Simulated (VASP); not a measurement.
Co under changes of volume

One of the cells (11.058 Å³/atom); the others are scaled copies at fixed shape and fractional positions:

```xyz
1
Lattice="0.0000 1.7683 1.7683 1.7683 0.0000 1.7683 1.7683 1.7683 0.0000" Properties=species:S:1:pos:R:3 pbc="T T T"
Co    0.0000    0.0000    0.0000
```

This isn't the form of Co at room conditions, which is hcp.

```yaml
Program: VASP 6.6.1
Functional: PBE
Potentials_or_basis: VASP PAW PBE potentials, release 64 (Co)
Cutoff: 520 eV
k_mesh: 13 × 13 × 13
Occupations: fermi-dirac, width 0.05 eV
Spin: collinear spin, ferromagnetic start
Starting_moments: "[2.0] μB"
```

| volume (Å³/atom) | energy over the lowest point (meV/atom) | pressure (GPa) | moment (μB per cell) |
| --- | --- | --- | --- |
| 10.191 | 28.94 | 16.2 | 1.61 |
| 10.408 | 11.24 | 10.3 | 1.62 |
| 10.625 | 1.07 | 5.1 | 1.62 |
| 11.058 | 0.00 | -3.8 | 1.63 |
| 11.275 | ? | ? | ? |
| 11.492 | 20.40 | -10.8 | 1.64 |

Problem. What does the run at 11.275 Å³/atom give?

Solution. Energy over the lowest point 7.80 meV/atom; pressure -7.5 GPa; moment 1.64 μB per cell.

Worked out: A Birch-Murnaghan fit of order 3 (a polynomial in V^(-2/3)) to the other rows has its minimum at 10.86 Å³/atom with B0 = V·E''(V) = 219 GPa and B' = 4.6. It gives 7.81 meV/atom at 11.275 Å³/atom, against the run's 7.80, and -dE/dV = -7.6 GPa, against -7.5. A straight line through the other rows of the moment, of slope 0.0215 μB per Å³/atom, gives 1.64 μB, against the run's 1.64.

Energies are extrapolated to zero smearing.
